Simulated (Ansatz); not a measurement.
Crystal: NaCl.

```xyz
2
Lattice="0.0000 2.7941 2.7941 2.7941 0.0000 2.7941 2.7941 2.7941 0.0000" Properties=species:S:1:pos:R:3 pbc="T T T"
Cl    2.7941    2.7941    2.7941
Na    0.0000    0.0000    0.0000
```

The cell is a database's computed one.

Base run:

```yaml
Program: Ansatz 0.2.0
Functional: PBE-EpsX
Potentials_or_basis: Ansatz PAW
Cutoff: 420 eV
Density_cutoff: 1680 eV
k_mesh: 5 × 5 × 5
Occupations: fermi-dirac, width 0.05 eV
Spin: no spin polarisation
```

Its results: band gap on the k mesh 8.57 eV, direct.

Problem. The run is repeated on the same cell with these changes: functional from PBE-EpsX to HSE06. What comes out?

Solution. Band gap on the k mesh 6.60 eV, direct.

Caveats: odd divisions of the mesh miss points on the zone boundary, where band edges often lie, so the gap on the mesh can be too wide (some runs); the density of states is complete only up to the lowest level of the last band computed (some runs).

Not every run made on this cell is shown here.
